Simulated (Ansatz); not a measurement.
Ansatz input file:

```yaml
crystal:
  lattice:
    - [0.0, 2.191277143, 2.191277143]
    - [2.191277143, 0.0, 2.191277143]
    - [2.191277143, 2.191277143, 0.0]
  atoms:
    - { symbol: Mg, position: [0.0, 0.0, 0.0] }
basis:
  ecutwfc: 420
kpoints:
  mp_grid: { grid: [16, 16, 16] }
hamiltonian:
  xc: pbe
scf:
  occupations: { method: gaussian, width: 0.1 }
output:
  forces: true
  stress: true
  eigenvalues: true
```

It can be run as
```bash
ansatz run input.yaml --threads 1 --pin off --backend cpu --events-out ev --progress --plain --runs-dir out  # memory cap (--max-ram) not shown
```

Computed with DFT PBE, scalar-relativistic, plane waves, PAW in Ansatz.

From the run's log, abridged (final results; tables in files aren't shown):

```
SCF 1 converged in 6 iterations: F = -1923.765263 eV  dr2 = 4.15e-11
SCF converged after 6 iterations
Free energy (F): -1923.765263 eV
Harris-Foulkes:  -1923.765263 eV  (|F-HF|=9.09e-12)
Internal energy: -1923.762271 eV  (E = F + TS)
E sigma→0 (E₀):  -1923.763767 eV
Entropy (-TS):   -0.002992 eV (-2.992 meV/atom)
Fermi energy:    6.371425 eV
--- Per-component energies (eV) ---
  E_band       = -349.276896
  E_kinetic    = 75.444669
  E_local      = -1585.757380  (includes V_loc(G=0)·N_el)
  E_nonlocal   = 95.737809
  E_hartree    = 565.104130
  E_xc         = -28.776522
  E_vxc        = -37.139900  (∫ρ·V_xc dr)
  E_paw        = -292.296826  (= ΣΔE_a)
  E_vpaw       = -27.770287  (= ΣTr[D̂ρ^β])
  E_aug_tail   = -0.000003  (compensation charges beyond the density's cutoff)
  E_ewald      = -753.218148
  E_smearing   = -0.002992  (= −TS)
--- Forces (eV/Å), atoms counted from 1 ---
  atom   1  Mg     0.00000000     0.00000000     0.00000000
--- Stress (GPa, compression-positive) ---
        4.009563       0.000000       0.000000
        0.000000       4.009563       0.000000
        0.000000       0.000000       4.009563
  P = ⅓ Tr σ = 4.0096 GPa (40.096 kbar)
--- Band table (eV; the first three rows and the last of 145) ---
  k-point 0: bands = ["-69.4766", "-36.2071", "-36.2071", "-36.2071", "-0.9210", "19.2778", "19.2778", "19.2778", "21.6895"]
  k-point 1: bands = ["-69.4764", "-36.2088", "-36.2073", "-36.2073", "-0.8285", "17.8651", "19.1007", "19.1007", "21.5607"]
  k-point 2: bands = ["-69.4760", "-36.2137", "-36.2080", "-36.2080", "-0.5517", "15.7346", "18.7474", "18.7474", "21.2401"]
  k-point 144: bands = ["-69.4707", "-36.2368", "-36.2368", "-36.2242", "7.8779", "7.8779", "8.3511", "10.4007", "22.1685"]
```

The calculation finished and met its thresholds.